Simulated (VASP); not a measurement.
Set up this calculation in VASP 6.6.1, as the native input.

```
Task                   : relaxation of cell and atoms
Functional             : PBE
Potentials or basis    : VASP PAW PBE potentials, release 64 (Te)
Cutoff                 : 600 eV
k mesh                 : 9 × 9 × 6
Occupations            : gaussian, width 0.03 eV
Spin                   : no spin polarisation
Further INCAR settings : ALGO = Normal; EDIFF = 1e-06; IBRION = 2; EDIFFG = -0.01; NSW = 90; ISIF = 3
```

The structure of Te lies in POSCAR:

```
Te
1.0
    4.4540000000      0.0000000000      0.0000000000
   -2.2270000000      3.8572771485      0.0000000000
    0.0000000000      0.0000000000      5.9240000000
Te
3
Direct
    0.2690000000      0.0000000000      0.3333333333
    0.0000000000      0.2690000000      0.6666666667
    0.7310000000      0.7310000000      0.0000000000
```

These files were run (other wordings do the same):

INCAR

```
SYSTEM = Te
PREC = Accurate
ENCUT = 600
EDIFF = 1E-6
ISMEAR = 0
SIGMA = 0.03
LREAL = .FALSE.
LASPH = .TRUE.
NELM = 80
ALGO = Normal
ISIF = 3
LWAVE = .FALSE.
LCHARG = .FALSE.
GGA = PE
IBRION = 2
NSW = 90
EDIFFG = -0.01
```

KPOINTS

```
Automatic mesh
0
G
  9 9 6
  0 0 0
```

Potentials or basis: VASP PAW PBE potentials, release 64 (Te).

Launch:

```console
$ cat potpaw_PBE.64/Te/POTCAR > POTCAR
$ mpirun -np 1 vasp_std > vasp.out
```

It gave:

| Quantity | Value |
| --- | --- |
| Relaxed volume | 35.06 Å³/atom |
| Relaxed cell | a = 4.516 Å, b = 4.516 Å, c = 5.956 Å, α = 90.00°, β = 90.00°, γ = 120.00° |
| Space group after relaxing (to 0.05 Å) | P3_121 (No. 152) |
| Energy gained by relaxing | 4.6 meV/atom |
| Ionic steps | 8 |
| Pressure after relaxing | 0.0 GPa |
| Largest force after relaxing | 0.007 eV/Å |
| Band gap on the k mesh | 0.21 eV, direct |

Caveat: spin-orbit coupling is left out, which moves the levels of the heavy elements; an odd mesh through Γ misses points on the zone boundary, where band edges often lie.

Run time: 2.2 min on 1 thread of Intel(R) Xeon(R) 6975P-C (Granite Rapids) (shared host), peak memory 0.29 GiB.
